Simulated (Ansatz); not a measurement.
# TiAl3 (I4/mmm) in Ansatz: notebook

One crystal, TiAl3, is run at these levels: PBE; tasks: single point.

All numbers are computed with Ansatz 0.2.0; they aren't measurements. Logs are shortened: lines on timing, memory, paths and dates and some standing lists are left out, and cuts for length are marked.

## Step 1: The structure

The structure is tetragonal, space group I4/mmm (No. 139). Conventional cell: a = 3.822 Å, b = 3.822 Å, c = 8.561 Å, α = 90.00°, β = 90.00°, γ = 90.00°. Around Ti (site symmetry 4/mmm) lie 12 Al at 2.70 to 2.87 Å. Al (site symmetry -4m2) is surrounded by 8 Al at 2.70 to 2.87 Å and 4 Ti at 2.87 Å. Al (site symmetry 4/mmm) is surrounded by 4 Ti at 2.70 Å and 8 Al at 2.87 Å.

The cell comes from a database or a generator and needn't be the stable form of this composition.

## Step 2: Single point, PBE

input.yaml

```yaml
crystal:
  lattice:
    - [-1.9111067713, 1.9111067713, 4.2806687947]
    - [1.9111067713, -1.9111067713, 4.2806687947]
    - [1.9111067713, 1.9111067713, -4.2806687947]
  atoms:
    - { symbol: Ti, position: [0.0, 0.0, 0.0] }
    - { symbol: Al, position: [0.25, 0.75, 0.5] }
    - { symbol: Al, position: [0.75, 0.25, 0.5] }
    - { symbol: Al, position: [0.5, 0.5, 0.0] }
hamiltonian:
  xc: pbe
  pseudopotentials: { kind: paw }
kpoints:
  mp_grid: { grid: [10, 10, 10] }
scf:
  occupations: { method: gaussian, width: 0.019 }
output:
  forces: true
  stress: true
  eigenvalues: true
```

Potentials or basis: Ansatz PAW.

Command:

```bash
ansatz run input.yaml --threads 2 --pin off --max-ram 5632MiB --backend cpu --events-out ev --progress --plain --runs-dir out
```

Standard output:

```text
Warning: RAYON_NUM_THREADS=2 ignored (pool sized by the plan → 2); use --threads N
Engine: ansatz 0.2.0, aarch64-unknown-linux-gnu
Pseudopotentials: kind: paw
Pseudopotential: Ti, paw, valence charge 12, recommended cutoff 420 eV (normal), Ti.paw.azcp
Pseudopotential: Al, paw, valence charge 3, recommended cutoff 420 eV (normal), Al.paw.azcp
Functional definition: PBE
  parameter kappa = 0.804
  parameter beta = 0.06672455060314922
  exchange = pbe_x(kappa = kappa, mu = beta*pi^2/3)
  correlation = pbe_c(beta = beta)
Crystal: 4 atoms, lattice volume = 62.538 Å³
Basis set: ecut = 420 eV, 1203 PW (Γ), exchange–correlation on 72×72×72 points (8 copies of the dense FFT grid, shifted against one another)
Bands: 15, of which v1, the nominal top of the filled ones, is band 11 counted from 1 (10 counted from 0)
Symmetry: 16 space group operations
Space group: I4/mmm (ITA 139), of the structure as read, at distance tolerance 4.0e-5 Å
k-points: 102 of 1000
Non-local potential: Ti, projectors of the file, l = 0: 3, l = 1: 2, l = 2: 3, l = 3: 1
Non-local potential: Al, projectors of the file, l = 0: 2, l = 1: 2, l = 2: 1
PAW form: soft (Blöchl's): semilocal exchange-correlation on the pseudo side does not see the compensation charge
PAW one-centre angular grid: Ti, 590 points (default); XC on 64 Gauss nodes
PAW one-centre angular grid: Al, 110 points (default); XC on 64 Gauss nodes
Initial density: superposition of atomic densities (neutral atoms: chi_scale 0, normalization atom), corrected by the library's trained network
Initial wavefunctions: pseudopotential atomic-orbital guess
Functional: x = pbe(κ = 0.804, μ = 0.2195149727645171), c = pbe(β = 0.06672455060314922)
SCF iter   1: F=—  HF=-4113.756468 eV  |F-HF|=—  |Δ(HF+E_count)|=         —  Δρ=3.32e-3  dr2=1.07e-2  ethr=1.77e-3  ⟨swp⟩=6.0  Hψ=9285  notcnv=0
preconditioner: auto → Kerker (q_TF=auto, 2.275 Å⁻¹)  [metal: Δε(μ)=0.004 eV  Ē_g=5.565 eV  σ=0.019 eV  W_gap=0.13  n_scr=10 (ndim 8)  ℏωp=16.9 eV  f_vac=0.000  D(μ)=2.74/eV (n_scr^D=30)]
SCF iter   2: F=—  HF=-4113.755036 eV  |F-HF|=—  |Δ(HF+E_count)|=   1.43e-3  Δρ=1.58e-3  dr2=2.36e-3  ethr=5.10e-5  ⟨swp⟩=2.0  Hψ=2748  notcnv=0  defer=39
SCF iter   3: F=—  HF=-4113.754729 eV  |F-HF|=—  |Δ(HF+E_count)|=   3.07e-4  Δρ=3.08e-4  dr2=6.22e-5  ethr=1.13e-5  ⟨swp⟩=2.0  Hψ=2041  notcnv=0  defer=41
SCF iter   4: F=—  HF=-4113.754730 eV  |F-HF|=—  |Δ(HF+E_count)|=   1.60e-6  Δρ=4.34e-5  dr2=1.28e-6  ethr=2.96e-7  ⟨swp⟩=2.4  Hψ=2124  notcnv=0  defer=41
iter 5 did not close the SCF: its close was put off for the readings that it lacked (scf_convergence_deferred on its scf_iter line)
SCF iter   5: F=-4113.754730 eV  HF=-4113.754730 eV  |F-HF|=2.58e-9  |Δ(HF+E_count)|=   2.03e-7  Δρ=8.41e-6  dr2=3.31e-8  ethr=6.11e-9  ⟨swp⟩=2.1  Hψ=2138  notcnv=0  defer=41
SCF iter   6: F=-4113.754730 eV  HF=-4113.754730 eV  |F-HF|=6.63e-10  |Δ(HF+E_count)|=   1.15e-9  Δρ=1.33e-6  dr2=1.41e-9  ethr=1.57e-10  ⟨swp⟩=3.3  Hψ=5380  notcnv=0
the search or the solves at the SCF's close seem to have found levels that the self-consistency loop had missed (the run counts 1). By its estimate they hold under 1e-12 electrons; where the run keeps them, the occupations were computed again with them
SCF 1 converged in 6 iterations: F = -4113.754730 eV  dr2 = 1.41e-9
SCF converged after 6 iterations
Free energy (F): -4113.754730 eV
Harris-Foulkes:  -4113.754730 eV  (|F-HF|=6.63e-10)
Internal energy: -4113.754229 eV  (E = F + TS)
E sigma→0 (E₀):  -4113.754479 eV
Entropy (-TS):   -0.000501 eV (-0.125 meV/atom)
Fermi energy:    9.711590 eV
--- Per-component energies (eV) ---
  E_band       = -150.007236
  E_kinetic    = 344.408785
  E_local      = -1187.402124  (includes V_loc(G=0)·N_el)
  E_nonlocal   = 40.360402
  E_hartree    = 523.472186
  E_xc         = -218.403116
  E_vxc        = -211.107875  (∫ρ·V_xc dr)
  E_paw        = -2450.799720  (= ΣΔE_a)
  E_vpaw       = -183.209771  (= ΣTr[D̂ρ^β])
  E_aug_tail   = 0.000113  (compensation charges beyond the density's cutoff)
  E_ewald      = -1165.390755
  E_smearing   = -0.000501  (= −TS)
  E_closure    = -0.000000  (closes the sum)
  Σ components = -4113.754730   (vs F -4113.754730, Δ=0.00e0)
--- Forces (eV/Å), atoms counted from 1 ---
  atom   1  Ti     0.00000000    -0.00000000    -0.00000000
  atom   2  Al     0.00000000     0.00000000     0.00000000
  atom   3  Al     0.00000000     0.00000000     0.00000000
  atom   4  Al    -0.00000000    -0.00000000     0.00000000
  max |Σ_I F_I| component: 1.91e-17 eV/Å
--- Stress (GPa, compression-positive) ---
        2.165023      -0.000000      -0.000000
       -0.000000       2.165023       0.000000
        0.000000       0.000000       1.929986
  P = ⅓ Tr σ = 2.0867 GPa (20.867 kbar)
--- Band table (eV; the first three rows and the last of 102) ---
  k-point 0: bands = ["-46.7190", "-23.0395", "-23.0395", "-22.9671", "-0.4163", "6.8408", "7.0768", "8.2944", "8.4755", "8.4755", "10.5423", "11.4519", "11.4519", "11.9372", "12.1799"]
  k-point 1: bands = ["-46.7187", "-23.0422", "-23.0417", "-22.9667", "-0.2074", "6.9534", "7.0142", "7.8964", "8.0810", "8.4688", "9.7189", "11.6576", "11.6793", "11.6796", "12.6411"]
  k-point 2: bands = ["-46.7181", "-23.0489", "-23.0477", "-22.9657", "0.4086", "6.6464", "6.8929", "7.4102", "7.6630", "8.4540", "8.4650", "11.6256", "11.8249", "11.9128", "12.9063"]
  k-point 101: bands = ["-46.7189", "-23.0397", "-23.0397", "-22.9701", "1.2087", "2.1047", "7.6994", "8.7839", "8.7839", "9.4686", "10.4140", "10.4140", "10.6625", "12.7818", "14.4863"]
```

Run time: 3.4 s. Hardware: 2 threads of Arm Neoverse V2, shared host; peak memory 0.39 GiB.

Results:

| Item | Value |
| --- | --- |
| Free energy | -4113.7547 eV |
| Pressure | 2.1 GPa |
| Band gap on the k mesh | none (metal or under the smearing width) |

## Step 3: Single point, PBE

input.yaml: that of step 2 with these lines changed.

```diff
@@ -16,3 +16,3 @@
 scf:
-  occupations: { method: gaussian, width: 0.019 }
+  occupations: { method: gaussian, width: 0.02 }
 output:
@@ -21 +21,5 @@
   eigenvalues: true
+  write_density: true
+  write_potential: true
+  elf: true
+  volumetric_format: npy
```

Potentials or basis: Ansatz PAW.

Command:

```bash
ansatz run input.yaml --threads 2 --pin off --max-ram 5632MiB --backend cpu --events-out ev --progress --plain --runs-dir out
```

Run time: 3.3 s. Hardware: 2 threads of Arm Neoverse V2, shared host; peak memory 0.39 GiB.

The run converged. Its results:

```yaml
Free_energy: -4113.7548 eV
Pressure: 2.1 GPa
Band_gap_on_the_k_mesh: none (metal or under the smearing width)
```

Stress tensor (GPa, compression positive):
```
2.17 0.00 0.00
0.00 2.17 0.00
0.00 0.00 1.93
```

Levels at points of the mesh, in eV from the Fermi level:
```csv
k point,band 7,band 8,band 9,band 10,band 11,band 12,band 13,band 14,band 15
"(0.00, 0.00, 0.00)",-2.63,-1.42,-1.24,-1.24,0.83,1.74,1.74,2.23,2.47
"(0.00, 0.00, -0.50)",-4.39,-3.77,-2.72,-2.21,-1.00,1.78,1.96,2.69,2.84
"(0.00, -0.50, 0.00)",-3.62,-2.96,-1.07,-0.27,0.50,1.82,2.08,2.73,3.16
"(-0.50, -0.50, -0.50)",-2.01,-0.93,-0.93,-0.24,0.70,0.70,0.95,3.07,4.77
```

## Step 4: Single point, PBE

input.yaml: that of step 3 with these lines changed.

```diff
@@ -16,3 +16,3 @@
 scf:
-  occupations: { method: gaussian, width: 0.02 }
+  occupations: { method: gaussian, width: 0.021 }
 output:
@@ -21,5 +21 @@
   eigenvalues: true
-  write_density: true
-  write_potential: true
-  elf: true
-  volumetric_format: npy
```

Potentials or basis: Ansatz PAW.

Command:

```bash
ansatz run input.yaml --threads 2 --pin off --max-ram 5632MiB --backend cpu --events-out ev --progress --plain --runs-dir out
```

Standard output:

```text
Warning: RAYON_NUM_THREADS=2 ignored (pool sized by the plan → 2); use --threads N
[... 9 set-up lines as earlier in the session ...]
Crystal: 4 atoms, lattice volume = 62.538 Å³
Basis set: ecut = 420 eV, 1203 PW (Γ), exchange–correlation on 72×72×72 points (8 copies of the dense FFT grid, shifted against one another)
Bands: 15, of which v1, the nominal top of the filled ones, is band 11 counted from 1 (10 counted from 0)
[... 2 set-up lines as earlier in the session ...]
k-points: 102 of 1000
[... 8 set-up lines as earlier in the session ...]
SCF iter   1: F=—  HF=-4113.756521 eV  |F-HF|=—  |Δ(HF+E_count)|=         —  Δρ=3.32e-3  dr2=1.07e-2  ethr=1.77e-3  ⟨swp⟩=6.0  Hψ=9242  notcnv=0
preconditioner: auto → Kerker (q_TF=auto, 2.275 Å⁻¹)  [metal: Δε(μ)=0.004 eV  Ē_g=5.565 eV  σ=0.021 eV  W_gap=0.11  n_scr=10 (ndim 8)  ℏωp=16.9 eV  f_vac=0.000  D(μ)=2.59/eV (n_scr^D=14)]
SCF iter   2: F=—  HF=-4113.755090 eV  |F-HF|=—  |Δ(HF+E_count)|=   1.43e-3  Δρ=1.58e-3  dr2=2.36e-3  ethr=5.10e-5  ⟨swp⟩=2.0  Hψ=2748  notcnv=0  defer=39
SCF iter   3: F=—  HF=-4113.754783 eV  |F-HF|=—  |Δ(HF+E_count)|=   3.07e-4  Δρ=3.08e-4  dr2=6.23e-5  ethr=1.12e-5  ⟨swp⟩=2.0  Hψ=1878  notcnv=0  defer=39
SCF iter   4: F=—  HF=-4113.754784 eV  |F-HF|=—  |Δ(HF+E_count)|=   1.77e-6  Δρ=4.33e-5  dr2=1.29e-6  ethr=2.97e-7  ⟨swp⟩=2.4  Hψ=2123  notcnv=0  defer=39
iter 5 did not close the SCF: its close was put off for the readings that it lacked (scf_convergence_deferred on its scf_iter line)
SCF iter   5: F=-4113.754784 eV  HF=-4113.754784 eV  |F-HF|=2.52e-9  |Δ(HF+E_count)|=   2.08e-7  Δρ=8.40e-6  dr2=3.29e-8  ethr=6.16e-9  ⟨swp⟩=2.1  Hψ=2142  notcnv=0  defer=39
SCF iter   6: F=-4113.754784 eV  HF=-4113.754784 eV  |F-HF|=6.63e-10  |Δ(HF+E_count)|=   1.29e-9  Δρ=1.36e-6  dr2=1.41e-9  ethr=1.56e-10  ⟨swp⟩=3.3  Hψ=5401  notcnv=0
the search or the solves at the SCF's close seem to have found levels that the self-consistency loop had missed (the run counts 1). By its estimate they hold under 1e-12 electrons; where the run keeps them, the occupations were computed again with them
SCF 1 converged in 6 iterations: F = -4113.754784 eV  dr2 = 1.41e-9
SCF converged after 6 iterations
Free energy (F): -4113.754784 eV
Harris-Foulkes:  -4113.754784 eV  (|F-HF|=6.63e-10)
Internal energy: -4113.754205 eV  (E = F + TS)
E sigma→0 (E₀):  -4113.754494 eV
Entropy (-TS):   -0.000579 eV (-0.145 meV/atom)
Fermi energy:    9.711047 eV
--- Per-component energies (eV) ---
  E_band       = -150.008087
  E_kinetic    = 344.408691
  E_local      = -1187.401121  (includes V_loc(G=0)·N_el)
  E_nonlocal   = 40.360376
  E_hartree    = 523.471279
  E_xc         = -218.403089
  E_vxc        = -211.107842  (∫ρ·V_xc dr)
  E_paw        = -2450.799699  (= ΣΔE_a)
  E_vpaw       = -183.209725  (= ΣTr[D̂ρ^β])
  E_aug_tail   = 0.000113  (compensation charges beyond the density's cutoff)
  E_ewald      = -1165.390755
  E_smearing   = -0.000579  (= −TS)
  E_closure    = 0.000000  (closes the sum)
  Σ components = -4113.754784   (vs F -4113.754784, Δ=0.00e0)
--- Forces (eV/Å), atoms counted from 1 ---
  atom   1  Ti    -0.00000000     0.00000000     0.00000000
  atom   2  Al     0.00000000     0.00000000     0.00000000
  atom   3  Al    -0.00000000     0.00000000     0.00000000
  atom   4  Al    -0.00000000     0.00000000     0.00000000
  max |Σ_I F_I| component: 7.89e-31 eV/Å
--- Stress (GPa, compression-positive) ---
        2.167464       0.000000       0.000000
        0.000000       2.167464       0.000000
        0.000000      -0.000000       1.925304
  P = ⅓ Tr σ = 2.0867 GPa (20.867 kbar)
--- Band table (eV; the first three rows and the last of 102) ---
  k-point 0: bands = ["-46.7191", "-23.0396", "-23.0396", "-22.9671", "-0.4163", "6.8408", "7.0768", "8.2943", "8.4756", "8.4756", "10.5422", "11.4518", "11.4518", "11.9373", "12.1800"]
  k-point 1: bands = ["-46.7188", "-23.0423", "-23.0419", "-22.9667", "-0.2074", "6.9534", "7.0142", "7.8964", "8.0809", "8.4688", "9.7188", "11.6575", "11.6793", "11.6796", "12.6411"]
  k-point 2: bands = ["-46.7182", "-23.0490", "-23.0478", "-22.9657", "0.4086", "6.6464", "6.8929", "7.4101", "7.6629", "8.4540", "8.4650", "11.6255", "11.8248", "11.9127", "12.9062"]
  k-point 101: bands = ["-46.7190", "-23.0398", "-23.0398", "-22.9701", "1.2088", "2.1046", "7.6993", "8.7839", "8.7839", "9.4686", "10.4139", "10.4139", "10.6624", "12.7818", "14.4862"]
```

Wall time 3.5 s (2 threads of Arm Neoverse V2, shared host); peak memory 0.39 GiB.

What came out:

```yaml
Free_energy: -4113.7548 eV
Pressure: 2.1 GPa
Band_gap_on_the_k_mesh: none (metal or under the smearing width)
```

## Step 5: Single point, PBE

input.yaml: that of step 4 with these lines changed.

```diff
@@ -16,3 +16,3 @@
 scf:
-  occupations: { method: gaussian, width: 0.021 }
+  occupations: { method: gaussian, width: 0.022 }
 output:
@@ -21 +21,5 @@
   eigenvalues: true
+  write_density: true
+  write_potential: true
+  elf: true
+  volumetric_format: npy
```

Potentials or basis: Ansatz PAW.

Command:

```bash
ansatz run input.yaml --threads 2 --pin off --max-ram 5632MiB --backend cpu --events-out ev --progress --plain --runs-dir out
```

Standard output:

```text
Warning: RAYON_NUM_THREADS=2 ignored (pool sized by the plan → 2); use --threads N
[... 9 set-up lines as earlier in the session ...]
Crystal: 4 atoms, lattice volume = 62.538 Å³
Basis set: ecut = 420 eV, 1203 PW (Γ), exchange–correlation on 72×72×72 points (8 copies of the dense FFT grid, shifted against one another)
Bands: 15, of which v1, the nominal top of the filled ones, is band 11 counted from 1 (10 counted from 0)
[... 2 set-up lines as earlier in the session ...]
k-points: 102 of 1000
[... 8 set-up lines as earlier in the session ...]
SCF iter   1: F=—  HF=-4113.756548 eV  |F-HF|=—  |Δ(HF+E_count)|=         —  Δρ=3.32e-3  dr2=1.07e-2  ethr=1.77e-3  ⟨swp⟩=6.0  Hψ=9234  notcnv=0
preconditioner: auto → Kerker (q_TF=auto, 2.275 Å⁻¹)  [metal: Δε(μ)=0.004 eV  Ē_g=5.565 eV  σ=0.022 eV  W_gap=0.11  n_scr=10 (ndim 8)  ℏωp=16.9 eV  f_vac=0.000  D(μ)=2.52/eV (n_scr^D=14)]
SCF iter   2: F=—  HF=-4113.755118 eV  |F-HF|=—  |Δ(HF+E_count)|=   1.43e-3  Δρ=1.58e-3  dr2=2.36e-3  ethr=5.10e-5  ⟨swp⟩=2.0  Hψ=2748  notcnv=0  defer=39
SCF iter   3: F=—  HF=-4113.754811 eV  |F-HF|=—  |Δ(HF+E_count)|=   3.07e-4  Δρ=3.08e-4  dr2=6.24e-5  ethr=1.12e-5  ⟨swp⟩=2.0  Hψ=1817  notcnv=0  defer=39
SCF iter   4: F=—  HF=-4113.754812 eV  |F-HF|=—  |Δ(HF+E_count)|=   9.32e-7  Δρ=4.33e-5  dr2=1.30e-6  ethr=2.97e-7  ⟨swp⟩=2.4  Hψ=2129  notcnv=0  defer=39
iter 5 did not close the SCF: its close was put off for the readings that it lacked (scf_convergence_deferred on its scf_iter line)
SCF iter   5: F=-4113.754812 eV  HF=-4113.754812 eV  |F-HF|=2.51e-9  |Δ(HF+E_count)|=   2.11e-7  Δρ=8.39e-6  dr2=3.27e-8  ethr=6.18e-9  ⟨swp⟩=2.1  Hψ=2140  notcnv=0  defer=39
SCF iter   6: F=-4113.754812 eV  HF=-4113.754812 eV  |F-HF|=6.58e-10  |Δ(HF+E_count)|=   1.25e-9  Δρ=1.37e-6  dr2=1.41e-9  ethr=1.56e-10  ⟨swp⟩=5.8  Hψ=8134  notcnv=0
the search or the solves at the SCF's close seem to have found levels that the self-consistency loop had missed (the run counts 1). By its estimate they hold under 1e-12 electrons; where the run keeps them, the occupations were computed again with them
SCF 1 converged in 6 iterations: F = -4113.754812 eV  dr2 = 1.41e-9
SCF converged after 6 iterations
Free energy (F): -4113.754812 eV
Harris-Foulkes:  -4113.754812 eV  (|F-HF|=6.58e-10)
Internal energy: -4113.754193 eV  (E = F + TS)
E sigma→0 (E₀):  -4113.754503 eV
Entropy (-TS):   -0.000619 eV (-0.155 meV/atom)
Fermi energy:    9.710771 eV
--- Per-component energies (eV) ---
  E_band       = -150.008463
  E_kinetic    = 344.408647
  E_local      = -1187.400671  (includes V_loc(G=0)·N_el)
  E_nonlocal   = 40.360364
  E_hartree    = 523.470873
  E_xc         = -218.403077
  E_vxc        = -211.107827  (∫ρ·V_xc dr)
  E_paw        = -2450.799688  (= ΣΔE_a)
  E_vpaw       = -183.209704  (= ΣTr[D̂ρ^β])
  E_aug_tail   = 0.000113  (compensation charges beyond the density's cutoff)
  E_ewald      = -1165.390755
  E_smearing   = -0.000619  (= −TS)
  E_closure    = -0.000000  (closes the sum)
  Σ components = -4113.754812   (vs F -4113.754812, Δ=0.00e0)
--- Forces (eV/Å), atoms counted from 1 ---
  atom   1  Ti     0.00000000    -0.00000000    -0.00000000
  atom   2  Al     0.00000000     0.00000000     0.00000000
  atom   3  Al     0.00000000     0.00000000     0.00000000
  atom   4  Al    -0.00000000     0.00000000    -0.00000000
  max |Σ_I F_I| component: 6.94e-18 eV/Å
--- Stress (GPa, compression-positive) ---
        2.168502      -0.000000      -0.000000
       -0.000000       2.168502      -0.000000
       -0.000000      -0.000000       1.923308
  P = ⅓ Tr σ = 2.0868 GPa (20.868 kbar)
--- Band table (eV; the first three rows and the last of 102) ---
  k-point 0: bands = ["-46.7191", "-23.0396", "-23.0396", "-22.9671", "-0.4163", "6.8407", "7.0768", "8.2943", "8.4756", "8.4756", "10.5421", "11.4518", "11.4518", "11.9373", "12.1800"]
  k-point 1: bands = ["-46.7188", "-23.0423", "-23.0419", "-22.9667", "-0.2074", "6.9534", "7.0142", "7.8964", "8.0808", "8.4688", "9.7188", "11.6575", "11.6793", "11.6795", "12.6411"]
  k-point 2: bands = ["-46.7182", "-23.0490", "-23.0479", "-22.9658", "0.4086", "6.6464", "6.8929", "7.4101", "7.6629", "8.4539", "8.4650", "11.6255", "11.8248", "11.9126", "12.9062"]
  k-point 101: bands = ["-46.7190", "-23.0399", "-23.0399", "-22.9702", "1.2088", "2.1046", "7.6993", "8.7839", "8.7839", "9.4686", "10.4139", "10.4139", "10.6624", "12.7818", "14.4862"]
```

rho_z.tsv:

```text
# z_ang	rho[e/angstrom^3]
# format = ansatz-planar-average/11
# lattice	-1.911106771	1.911106771	4.280668795
# lattice	1.911106771	-1.911106771	4.280668795
# lattice	1.911106771	1.911106771	-4.280668795
# sites	4
# site	22	0.000000000	0.000000000	0.000000000
# site	13	1.911106771	0.000000000	2.140334397
# site	13	0.000000000	1.911106771	2.140334397
# site	13	0.000000000	0.000000000	4.280668795
0.000000	6.157761e-1
0.140625	6.080555e-1
0.281249	5.853242e-1
0.421874	5.490139e-1
0.562499	5.018691e-1
0.703123	4.480809e-1
[... 28 lines left out ...]
4.781239	5.853242e-1
4.921863	6.080555e-1
```

Run time: 3.3 s. Hardware: 2 threads of Arm Neoverse V2, shared host; peak memory 0.39 GiB.

Results:

| Quantity | Value |
| --- | --- |
| Free energy | -4113.7548 eV |
| Pressure | 2.1 GPa |
| Band gap on the k mesh | none (metal or under the smearing width) |

## Step 6: Summary

| smearing | gap on the mesh (eV) | pressure (GPa) |
| --- | --- | --- |
| gaussian 0.019 eV | none | 2.1 |
| gaussian 0.02 eV | none | 2.1 |
| gaussian 0.021 eV | none | 2.1 |
| gaussian 0.022 eV | none | 2.1 |

Alike in all rows: task single point; level PBE; potentials or basis Ansatz PAW; no spin polarisation; cell as given; k mesh 10 × 10 × 10; cutoff (eV) 420.

Every run on the cell as given and a fine mesh finds a metal.

Absolute energies hang on the potentials; compare differences alone.
